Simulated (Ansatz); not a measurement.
# MgS (Niningerite) (Fm-3m) in Ansatz: further runs

Aim: see how the results for MgS (Niningerite) move with the level of theory and the settings. Levels: r2SCAN, PBEsol. Tasks: band structure, single point, equation of state.

Program: Ansatz 0.2.0. These are calculated values, not measurements. Logs are shortened: lines on timing, memory, paths and dates and some standing lists are left out, and cuts for length are marked.

### 1 The structure

It takes space group Fm-3m (No. 225, cubic). The conventional cell has a = 5.203 Å, b = 5.203 Å, c = 5.203 Å, α = 90.00°, β = 90.00°, γ = 90.00°. Around S (site symmetry m-3m) lie 6 Mg at 2.60 Å. Mg (site symmetry m-3m) is surrounded by 6 S at 2.60 Å.

### 2 Band structure, r2SCAN

File input.yaml:

```yaml
crystal:
  lattice:
    - [0.0, 2.60165, 2.60165]
    - [2.60165, 0.0, 2.60165]
    - [2.60165, 2.60165, 0.0]
  atoms:
    - { symbol: S, position: [0.5, 0.5, 0.5] }
    - { symbol: Mg, position: [0.0, 0.0, 0.0] }
hamiltonian:
  xc: r2scan
  pseudopotentials: { kind: paw }
kpoints:
  mp_grid: { grid: [9, 9, 9] }
  band_path:
    path:
      - [[0.0, 0.0, 0.0], [0.5, 0.0, 0.5], [0.5, 0.25, 0.75], [0.375, 0.375, 0.75], [0.0, 0.0, 0.0], [0.5, 0.5, 0.5], [0.625, 0.25, 0.625], [0.5, 0.25, 0.75], [0.5, 0.5, 0.5], [0.375, 0.375, 0.75]]
      - [[0.625, 0.25, 0.625], [0.5, 0.0, 0.5]]
    npoints: 14
scf:
  occupations: { method: fermi_dirac, width: 0.05 }
  n_extra_bands: 6
output:
  forces: true
  stress: true
  eigenvalues: true
  fatbands: false
```

Potentials or basis: Ansatz PAW.

Started as:

```bash
> ansatz run input.yaml --threads 2 --pin off --max-ram 5632MiB --backend cpu --events-out ev --progress --plain --runs-dir out
```

Output:

```text
Warning: RAYON_NUM_THREADS=2 ignored (pool sized by the plan → 2); use --threads N
scf.n_extra_bands = 6 over 8 filled bands (N_el = 16.0): the run solves 14 bands
Engine: ansatz 0.2.0, aarch64-unknown-linux-gnu
Pseudopotentials: kind: paw
Pseudopotential: S, paw, valence charge 6, recommended cutoff 500 eV (meta_gga), S.paw.azcp
Pseudopotential: Mg, paw, valence charge 10, recommended cutoff 500 eV (meta_gga), Mg.paw.azcp
Functional definition: r2SCAN
  parameter k0 = 0.174
  parameter k1 = 0.065
  parameter a1 = 4.9479
  exchange = r2scan_x(k0 = k0, k1 = k1, a1 = a1)
  correlation = r2scan_c
Crystal: 2 atoms, lattice volume = 35.219 Å³
Basis set: ecut = 500 eV, 893 PW (Γ), exchange–correlation on 108×108×108 points (64 copies of the dense FFT grid, shifted against one another)
Bands: 14, of which v1, the nominal top of the filled ones, is band 8 counted from 1 (7 counted from 0)
Symmetry: 48 space group operations
Space group: Fm-3m (ITA 225), of the structure as read, at distance tolerance 3.3e-5 Å
k-points: 35 of 729
Non-local potential: S, projectors of the file, l = 0: 2, l = 1: 2, l = 2: 2
Non-local potential: Mg, projectors of the file, l = 0: 3, l = 1: 2, l = 2: 1
PAW form: soft (Blöchl's): semilocal exchange-correlation on the pseudo side does not see the compensation charge
PAW frozen core: S, regenerated for the run's functional (the file was generated under x = pbe(κ = 0.804, μ = 0.2195149727645171), c = pbe(β = 0.06672455060314922))
PAW frozen core: Mg, regenerated for the run's functional (the file was generated under x = pbe(κ = 0.804, μ = 0.2195149727645171), c = pbe(β = 0.06672455060314922))
PAW one-centre angular grid: S, 302 points (default); XC on 160 Gauss nodes
PAW one-centre angular grid: Mg, 302 points (default); XC on 224 Gauss nodes
Initial density: superposition of atomic densities (neutral atoms: chi_scale 0, normalization atom), corrected by the library's trained network
Initial wavefunctions: pseudopotential atomic-orbital guess
Functional: x = r2scan, c = r2scan; τ floored in thin density (d = 2e-4 eV/Å³)
SCF iter   1: F=—  HF=-2835.529584 eV  |F-HF|=—  |Δ(HF+E_count)|=         —  Δρ=6.98e-3  dr2=6.58e-3  dr2_τ=7.38e-3  ethr=1.77e-3  ⟨swp⟩=5.6  Hψ=2987  notcnv=0  defer=9
preconditioner: auto → none  [insulator: Δε(μ)=3.527 eV  Ē_g=14.381 eV  σ=0.050 eV  W_gap=1.00  n_scr=8 (ndim 8)  ℏωp=17.7 eV  f_vac=0.000  D(μ)=0.00/eV (n_scr^D=0)  ε∞_Penn≈2.5]
SCF iter   2: F=—  HF=-2835.575873 eV  |F-HF|=—  |Δ(HF+E_count)|=   4.63e-2  Δρ=2.91e-3  dr2=2.07e-3  dr2_τ=5.13e-5  ethr=4.11e-5  ⟨swp⟩=2.0  Hψ=1201  notcnv=0  defer=59
SCF iter   3: F=—  HF=-2835.576188 eV  |F-HF|=—  |Δ(HF+E_count)|=   3.15e-4  Δρ=8.12e-4  dr2=1.91e-4  dr2_τ=1.82e-5  ethr=1.29e-5  ⟨swp⟩=2.1  Hψ=582  notcnv=0  defer=59
SCF iter   4: F=—  HF=-2835.576145 eV  |F-HF|=—  |Δ(HF+E_count)|=   4.33e-5  Δρ=1.35e-4  dr2=3.64e-6  dr2_τ=4.99e-7  ethr=1.20e-6  ⟨swp⟩=2.1  Hψ=558  notcnv=0  defer=59
SCF iter   5: F=—  HF=-2835.576149 eV  |F-HF|=—  |Δ(HF+E_count)|=   4.46e-6  Δρ=1.18e-5  dr2=1.63e-8  dr2_τ=3.74e-9  ethr=2.27e-8  ⟨swp⟩=2.7  Hψ=668  notcnv=0  defer=59
SCF iter   6: F=-2835.576149 eV  HF=-2835.576149 eV  |F-HF|=7.47e-9  |Δ(HF+E_count)|=   2.92e-8  Δρ=4.97e-6  dr2=8.74e-9  dr2_τ=3.97e-10  ethr=1.02e-10  ⟨swp⟩=6.1  Hψ=2116  notcnv=0
SCF 1 converged in 6 iterations: F = -2835.576149 eV  dr2 = 8.74e-9
NSCF: frozen V_eff on 142 k-points
SCF converged after 6 iterations
Free energy (F): -2835.576149 eV
Harris-Foulkes:  -2835.576149 eV  (|F-HF|=7.47e-9)
Internal energy: -2835.576149 eV  (E = F + TS)
E sigma→0 (E₀):  -2835.576149 eV
Fermi energy:    7.962153 eV
--- Per-component energies (eV) ---
  E_band       = -349.387028
  E_kinetic    = 184.895097
  E_local      = -1667.168644  (includes V_loc(G=0)·N_el)
  E_nonlocal   = 123.582137
  E_hartree    = 593.956075
  E_xc         = -120.722549
  E_vxc        = -136.251628  (∫ρ·V_xc dr)
  E_paw        = -906.242269  (= ΣΔE_a)
  E_vpaw       = -49.339873  (= ΣTr[D̂ρ^β])
  E_aug_tail   = -0.000001  (compensation charges beyond the density's cutoff)
  E_vtau       = 6.985462  (kinetic-family band-sum trace: ∫τ·v_τ [+ j·A + Jᵃ·Aᵃ] dr)
  E_ewald      = -1043.740020
  E_core_change = -0.135975  (= ΣΔE_core)
  E_smearing   = -0.000000  (= −TS)
  E_closure    = -0.000000  (closes the sum)
  Σ components = -2835.576149   (vs F -2835.576149, Δ=0.00e0)
--- Forces (eV/Å), atoms counted from 1 ---
  atom   1  S      0.00000000    -0.00000000    -0.00000000
  atom   2  Mg    -0.00000000     0.00000000     0.00000000
  max |Σ_I F_I| component: 4.19e-30 eV/Å
--- Stress (GPa, compression-positive) ---
       -0.009798       0.000000       0.000000
        0.000000      -0.009798      -0.000000
       -0.000000      -0.000000      -0.009798
  P = ⅓ Tr σ = -0.0098 GPa (-0.098 kbar)
--- Band table (eV; the first three rows and the last of 35) ---
  k-point 0: bands = ["-71.3920", "-36.4906", "-36.4906", "-36.4906", "-7.0267", "6.1588", "6.1588", "6.1588", "10.7993", "14.6413", "14.6413", "14.6413", "16.9972", "16.9972"]
  k-point 1: bands = ["-71.3919", "-36.4914", "-36.4907", "-36.4907", "-6.9027", "5.3289", "6.0736", "6.0736", "11.4388", "14.3996", "14.8674", "14.8674", "16.5118", "16.5118"]
  k-point 2: bands = ["-71.3918", "-36.4933", "-36.4909", "-36.4909", "-6.5594", "3.7587", "5.8748", "5.8748", "11.9099", "14.7204", "14.7204", "14.9242", "16.7477", "16.7477"]
  k-point 34: bands = ["-71.3916", "-36.4951", "-36.4943", "-36.4929", "-5.2989", "2.5734", "3.1390", "4.0484", "12.0064", "14.1525", "14.5577", "16.0073", "20.7609", "21.0893"]
```

Run time: 3 s. Hardware: 2 threads of Arm Neoverse V1, shared host; peak memory 0.36 GiB.

What came out:

* Free energy: -2835.5761 eV
* Pressure: 0.0 GPa
* Band gap on the k mesh: 3.59 eV, indirect (least direct gap 4.64 eV)
* Band gap along the path: 3.46 eV, indirect (least direct gap 4.64 eV)

Levels at the corners of the path, in eV from the valence-band top:
```csv
point,band 6,band 7,band 8,band 9,band 10,band 11
Γ,0.00,0.00,0.00,4.64,8.48,8.48
X,-4.27,-1.73,-1.73,3.46,4.91,13.15
W,-3.28,-3.28,-2.34,5.92,8.59,8.59
K,-3.75,-3.20,-1.40,4.56,7.32,10.39
Γ,0.00,0.00,0.00,4.64,8.48,8.48
L,-4.87,-0.62,-0.62,5.21,7.49,7.49
U,-3.75,-3.20,-1.40,4.56,7.32,10.39
W,-3.28,-3.28,-2.34,5.92,8.59,8.59
L,-4.87,-0.62,-0.62,5.21,7.49,7.49
K,-3.75,-3.20,-1.40,4.56,7.32,10.39
U,-3.75,-3.20,-1.40,4.56,7.32,10.39
X,-4.27,-1.73,-1.73,3.46,4.91,13.15
```

Caveat: the k mesh misses the band edges, so the gap on the mesh is wider than the one along the path; the PAW data sets come from PBE, with cores solved anew for the run's functional, which leaves a small shift of forces and pressure. r2SCAN opens gaps a little over a GGA but as a rule still falls short of measured ones.

### 3 Single point, PBEsol, 16.55 Å³/atom (volume scaled by 0.94)

File input.yaml:

```yaml
crystal:
  lattice:
    - [0.0, 2.5485401997, 2.5485401997]
    - [2.5485401997, 0.0, 2.5485401997]
    - [2.5485401997, 2.5485401997, 0.0]
  atoms:
    - { symbol: S, position: [0.5, 0.5, 0.5] }
    - { symbol: Mg, position: [0.0, 0.0, 0.0] }
hamiltonian:
  xc: pbesol
  pseudopotentials: { kind: paw }
kpoints:
  mp_grid: { grid: [9, 9, 9] }
scf:
  occupations: { method: fermi_dirac, width: 0.05 }
output:
  forces: true
  stress: true
  eigenvalues: true
```

Potentials or basis: Ansatz PAW.

Started as:

```bash
> ansatz run input.yaml --threads 2 --pin off --max-ram 5632MiB --backend cpu --events-out ev --progress --plain --runs-dir out
```

Run time: 0.62 s. Hardware: 2 threads of Arm Neoverse V1, shared host; peak memory 0.27 GiB.

Results (log left out):

```
Free energy            : -2799.8963 eV
Pressure               : 4.3 GPa
Band gap on the k mesh : 2.96 eV, indirect (least direct gap 4.09 eV)
```

Caveat: odd divisions of the mesh miss points on the zone boundary, where band edges often lie, so the gap on the mesh can be too wide; the PAW data sets come from PBE, with cores solved anew for the run's functional, which leaves a small shift of forces and pressure.

### 4 Single point, PBEsol, 16.91 Å³/atom (volume scaled by 0.96)

input.yaml: that of step 3 with these lines changed.

```diff
@@ -2,5 +2,5 @@
   lattice:
-    - [0.0, 2.5485401997, 2.5485401997]
-    - [2.5485401997, 0.0, 2.5485401997]
-    - [2.5485401997, 2.5485401997, 0.0]
+    - [0.0, 2.5664882573, 2.5664882573]
+    - [2.5664882573, 0.0, 2.5664882573]
+    - [2.5664882573, 2.5664882573, 0.0]
   atoms:
```

Started as:

```bash
> ansatz run input.yaml --threads 2 --pin off --max-ram 5632MiB --backend cpu --events-out ev --progress --plain --runs-dir out
```

It took 0.63 s on 2 threads of Arm Neoverse V1, shared host; peak memory 0.27 GiB.

It converged, with:

| Item | Value |
| --- | --- |
| Free energy | -2799.9108 eV |
| Pressure | 2.4 GPa |
| Band gap on the k mesh | 2.91 eV, indirect (least direct gap 3.92 eV) |

Caveat: odd divisions of the mesh miss points on the zone boundary, where band edges often lie, so the gap on the mesh can be too wide; the PAW data sets come from PBE, with cores solved anew for the run's functional, which leaves a small shift of forces and pressure.

### 5 Single point, PBEsol, 17.26 Å³/atom (volume scaled by 0.98)

input.yaml: that of step 4 with these lines changed.

```diff
@@ -2,5 +2,5 @@
   lattice:
-    - [0.0, 2.5664882573, 2.5664882573]
-    - [2.5664882573, 0.0, 2.5664882573]
-    - [2.5664882573, 2.5664882573, 0.0]
+    - [0.0, 2.5841887356, 2.5841887356]
+    - [2.5841887356, 0.0, 2.5841887356]
+    - [2.5841887356, 2.5841887356, 0.0]
   atoms:
```

Started as:

```bash
> ansatz run input.yaml --threads 2 --pin off --max-ram 5632MiB --backend cpu --events-out ev --progress --plain --runs-dir out
```

It took 0.63 s on 2 threads of Arm Neoverse V1, shared host; peak memory 0.27 GiB.

It converged, with:

* Free energy: -2799.9173 eV
* Pressure: 0.6 GPa
* Band gap on the k mesh: 2.87 eV, indirect (least direct gap 3.75 eV)

Caveat: odd divisions of the mesh miss points on the zone boundary, where band edges often lie, so the gap on the mesh can be too wide; the PAW data sets come from PBE, with cores solved anew for the run's functional, which leaves a small shift of forces and pressure.

### 6 Single point, PBEsol, 17.61 Å³/atom

input.yaml: that of step 5 with these lines changed.

```diff
@@ -2,5 +2,5 @@
   lattice:
-    - [0.0, 2.5841887356, 2.5841887356]
-    - [2.5841887356, 0.0, 2.5841887356]
-    - [2.5841887356, 2.5841887356, 0.0]
+    - [0.0, 2.60165, 2.60165]
+    - [2.60165, 0.0, 2.60165]
+    - [2.60165, 2.60165, 0.0]
   atoms:
```

Potentials or basis: Ansatz PAW.

Started as:

```bash
> ansatz run input.yaml --threads 2 --pin off --max-ram 5632MiB --backend cpu --events-out ev --progress --plain --runs-dir out
```

Wall time 0.69 s (2 threads of Arm Neoverse V1, shared host); peak memory 0.27 GiB.

Results (log left out):

| Item | Value |
| --- | --- |
| Free energy | -2799.9166 eV |
| Pressure | -0.9 GPa |
| Band gap on the k mesh | 2.83 eV, indirect (least direct gap 3.59 eV) |

Caveat: odd divisions of the mesh miss points on the zone boundary, where band edges often lie, so the gap on the mesh can be too wide; the PAW data sets come from PBE, with cores solved anew for the run's functional, which leaves a small shift of forces and pressure.

### 7 Single point, PBEsol, 17.96 Å³/atom (volume scaled by 1.02)

input.yaml: that of step 6 with these lines changed.

```diff
@@ -2,5 +2,5 @@
   lattice:
-    - [0.0, 2.60165, 2.60165]
-    - [2.60165, 0.0, 2.60165]
-    - [2.60165, 2.60165, 0.0]
+    - [0.0, 2.6188799723, 2.6188799723]
+    - [2.6188799723, 0.0, 2.6188799723]
+    - [2.6188799723, 2.6188799723, 0.0]
   atoms:
@@ -19 +19,5 @@
   eigenvalues: true
+  write_density: true
+  write_potential: true
+  elf: true
+  volumetric_format: npy
```

Started as:

```bash
> ansatz run input.yaml --threads 2 --pin off --max-ram 5632MiB --backend cpu --events-out ev --progress --plain --runs-dir out
```

Wall time 0.86 s (2 threads of Arm Neoverse V1, shared host); peak memory 0.28 GiB.

The run converged. Its results:

* Free energy: -2799.9093 eV
* Pressure: -2.3 GPa
* Band gap on the k mesh: 2.79 eV, indirect (least direct gap 3.44 eV)

Caveat: odd divisions of the mesh miss points on the zone boundary, where band edges often lie, so the gap on the mesh can be too wide; the PAW data sets come from PBE, with cores solved anew for the run's functional, which leaves a small shift of forces and pressure.

### 8 Single point, PBEsol, 18.31 Å³/atom (volume scaled by 1.04)

File input.yaml:

```yaml
crystal:
  lattice:
    - [0.0, 2.6358861629, 2.6358861629]
    - [2.6358861629, 0.0, 2.6358861629]
    - [2.6358861629, 2.6358861629, 0.0]
  atoms:
    - { symbol: S, position: [0.5, 0.5, 0.5] }
    - { symbol: Mg, position: [0.0, 0.0, 0.0] }
hamiltonian:
  xc: pbesol
  pseudopotentials: { kind: paw }
kpoints:
  mp_grid: { grid: [9, 9, 9] }
scf:
  occupations: { method: fermi_dirac, width: 0.05 }
output:
  forces: true
  stress: true
  eigenvalues: true
```

Started as:

```bash
> ansatz run input.yaml --threads 2 --pin off --max-ram 5632MiB --backend cpu --events-out ev --progress --plain --runs-dir out
```

Run time: 0.69 s. Hardware: 2 threads of Arm Neoverse V1, shared host; peak memory 0.27 GiB.

Results (log left out):

```
Free energy            : -2799.8961 eV
Pressure               : -3.6 GPa
Band gap on the k mesh : 2.75 eV, indirect (least direct gap 3.30 eV)
```

Caveat: odd divisions of the mesh miss points on the zone boundary, where band edges often lie, so the gap on the mesh can be too wide; the PAW data sets come from PBE, with cores solved anew for the run's functional, which leaves a small shift of forces and pressure.

### 9 Single point, PBEsol, 18.67 Å³/atom (volume scaled by 1.06)

input.yaml: that of step 8 with these lines changed.

```diff
@@ -2,5 +2,5 @@
   lattice:
-    - [0.0, 2.6358861629, 2.6358861629]
-    - [2.6358861629, 0.0, 2.6358861629]
-    - [2.6358861629, 2.6358861629, 0.0]
+    - [0.0, 2.6526756995, 2.6526756995]
+    - [2.6526756995, 0.0, 2.6526756995]
+    - [2.6526756995, 2.6526756995, 0.0]
   atoms:
@@ -19 +19,5 @@
   eigenvalues: true
+  write_density: true
+  write_potential: true
+  elf: true
+  volumetric_format: npy
```

Potentials or basis: Ansatz PAW.

Started as:

```bash
> ansatz run input.yaml --threads 2 --pin off --max-ram 5632MiB --backend cpu --events-out ev --progress --plain --runs-dir out
```

Wall time 0.88 s (2 threads of Arm Neoverse V1, shared host); peak memory 0.28 GiB.

The run converged. Its results:

* Free energy: -2799.8776 eV
* Pressure: -4.8 GPa
* Band gap on the k mesh: 2.71 eV, indirect (least direct gap 3.16 eV)

Caveat: odd divisions of the mesh miss points on the zone boundary, where band edges often lie, so the gap on the mesh can be too wide; the PAW data sets come from PBE, with cores solved anew for the run's functional, which leaves a small shift of forces and pressure.

### 10 Equation of state, PBEsol

This step only gathers the single runs of the series.

What came out:

```
Equilibrium volume                      : 17.39 Å³/atom
Bulk modulus                            : 78 GPa
Pressure derivative of the bulk modulus : 4.1
```

Energy against volume, from the lowest point:
```csv
volume (Å³/atom),energy (meV/atom)
16.553,10.52
16.905,3.25
17.257,0.00
17.609,0.37
17.962,4.01
18.314,10.60
18.666,19.85
```
